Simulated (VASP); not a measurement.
# Settings for SrO: density of states

SrO, Fm-3m (no. 225), 2 atoms in the cell. PBEsol; PAW potentials Sr_sv, O (PBE set). VASP 6.6.1.

Wanted: density of states by 0.5 eV bins within 8 %; centre of the states within 12 eV below the valence top within 0.03 eV.

What the run is for: density of states; Accuracy asked: standard; k mesh of the density: 8 × 8 × 8.

POSCAR:
```
SrO
1.0
    0.0000000000      2.5663000000      2.5663000000
    2.5663000000      0.0000000000      2.5663000000
    2.5663000000      2.5663000000      0.0000000000
Sr O
1 1
Direct
    0.5000000000      0.5000000000      0.5000000000
    0.0000000000      0.0000000000      0.0000000000
```

The series start from Plane-wave cutoff (eV): 460; k-point mesh: 12 × 12 × 12; Energy points (NEDOS): 2001; Occupations for the DOS: ISMEAR=-5; Electronic threshold (eV): 1e-6; Precision mode (PREC): Accurate. Each series keeps the choices made before it, and each single choice may use up half of a tolerance. Times cover all steps of a run.

## Plane-wave cutoff (eV)

| Plane-wave cutoff (eV) | Density of states by 0.5 eV bins, largest deviation against the largest value | Centre of the states within 12 eV below the valence top (eV) | Time (s) |
|---|---|---|---|
| 320 | 5.8 % | -0.843 | 18 |
| 400 | 0.18 % | -0.861 | 20 |
| 460 | 0.11 % | -0.862 | 39 |
| 520 | 0.21 % | -0.862 | 42 |
| 640 (reference) | 0 % | -0.861 | 64 |

Chosen: 400, the loosest value from which every tighter one stays within half of the tolerance.

## k-point mesh

| k-point mesh | Density of states by 0.5 eV bins, largest deviation against the largest value | Centre of the states within 12 eV below the valence top (eV) | Time (s) |
|---|---|---|---|
| 5 × 5 × 5 | 14 % | -0.860 | 11 |
| 7 × 7 × 7 | 14 % | -0.860 | 14 |
| 8 × 8 × 8 | 8.3 % | -0.860 | 14 |
| 10 × 10 × 10 | 5.4 % | -0.861 | 16 |
| 12 × 12 × 12 | 4 % | -0.861 | 20 |
| 15 × 15 × 15 | 1.6 % | -0.861 | 25 |
| 18 × 18 × 18 | 0.65 % | -0.860 | 34 |
| 22 × 22 × 22 (reference) | 0 % | -0.861 | 51 |

Chosen: 15 × 15 × 15.

## Energy points (NEDOS)

| Energy points (NEDOS) | Density of states by 0.5 eV bins, largest deviation against the largest value | Centre of the states within 12 eV below the valence top (eV) | Time (s) |
|---|---|---|---|
| 301 | 4.1 % | -0.852 | 24 |
| 501 | 1.6 % | -0.856 | 25 |
| 1001 | 0.61 % | -0.859 | 24 |
| 2001 | 0.055 % | -0.861 | 25 |
| 4001 (reference) | 0 % | -0.861 | 25 |

Chosen: 501.

## Occupations for the DOS

| Occupations for the DOS | Density of states by 0.5 eV bins, largest deviation against the largest value | Centre of the states within 12 eV below the valence top (eV) | Time (s) |
|---|---|---|---|
| ISMEAR=-5 | 0 % | -0.856 | 25 |
| ISMEAR=-4 | 0 % | -0.856 | 25 |
| ISMEAR=0 SIGMA=0.05 | 4.9 % | -0.840 | 25 |
| ISMEAR=0 SIGMA=0.1 | 4 % | -0.843 | 26 |
| ISMEAR=-15 SIGMA=0.025 | 0 % | -0.856 | 25 |

Chosen: ISMEAR=-5; no other choice that stays within half of the tolerance saves 30 % of the time.

## Electronic threshold (eV)

| Electronic threshold (eV) | Density of states by 0.5 eV bins, largest deviation against the largest value | Centre of the states within 12 eV below the valence top (eV) | Time (s) |
|---|---|---|---|
| 0.001 | 0.84 % | -0.854 | 21 |
| 0.0001 | 0.22 % | -0.857 | 21 |
| 1e-5 | 0.0084 % | -0.856 | 22 |
| 1e-6 (reference) | 0 % | -0.856 | 25 |

Chosen: 0.001.

## Precision mode (PREC)

| Precision mode (PREC) | Density of states by 0.5 eV bins, largest deviation against the largest value | Centre of the states within 12 eV below the valence top (eV) | Time (s) |
|---|---|---|---|
| Normal | 0.26 % | -0.855 | 16 |
| Accurate (reference) | 0 % | -0.854 | 21 |

Chosen: Normal.

## All choices together

| Input | Density of states by 0.5 eV bins, largest deviation against the largest value | Centre of the states within 12 eV below the valence top (eV) | Time (s) |
|---|---|---|---|
| defaults for smearing, thresholds and mesh (naive) | 7.8 % | -0.809 | 20 |
| chosen settings | 2.2 % | -0.855 | 16 |
| reference settings throughout | 0 % | -0.862 | 162 |

The tolerance is met.

## The input

INCAR.step1:
```
SYSTEM = SrO
ALGO = Normal ; EDIFF = 0.001
EFERMI = MIDGAP ; ENCUT = 400
GGA = PS ; GGA_COMPAT = .FALSE.
ISMEAR = 0 ; LASPH = .TRUE.
LCHARG = .TRUE. ; LREAL = .FALSE.
LWAVE = .FALSE. ; NBANDS = 24
NELM = 120 ; PREC = Normal
SIGMA = 0.03
```

INCAR.step2, as INCAR.step1 but for:
```
- ISMEAR = 0
- LCHARG = .TRUE.
- SIGMA = 0.03
+ EMAX = 11.0814
+ EMIN = -10.9186
+ ICHARG = 11
+ ISMEAR = -5
+ LCHARG = .FALSE.
+ LORBIT = 11
+ NEDOS = 501
```

KPOINTS.step1:
```
k-points
0
Gamma
  8 8 8
```

KPOINTS.step2:
```
Automatic mesh
0
Gamma
  15 15 15
  0 0 0
```

Commands (each step's output is kept before the next begins):
```
cat potpaw_PBE.64/Sr_sv/POTCAR potpaw_PBE.64/O/POTCAR > POTCAR
cp INCAR.step1 INCAR
cp KPOINTS.step1 KPOINTS
mpirun -np 1 vasp_std > vasp.out
cp INCAR.step2 INCAR
cp KPOINTS.step2 KPOINTS
mpirun -np 1 vasp_std > vasp.out
```

The chosen input took VASP 6.6.1 16 s on 1 core (Intel Xeon Platinum 8375C @ 2.90GHz (Ice Lake)), a shared host.

## An input that fails: tetrahedra on too few k points

VASP's message: IBZKPT: tetrahedron method fails for NKPT<4. NKPT = 1.

k mesh: 12 × 12 × 12 becomes 1 × 1 × 1.

Changes against the starting input:
```
(step 2)
- NELM = 120
+ NELM = 100
```
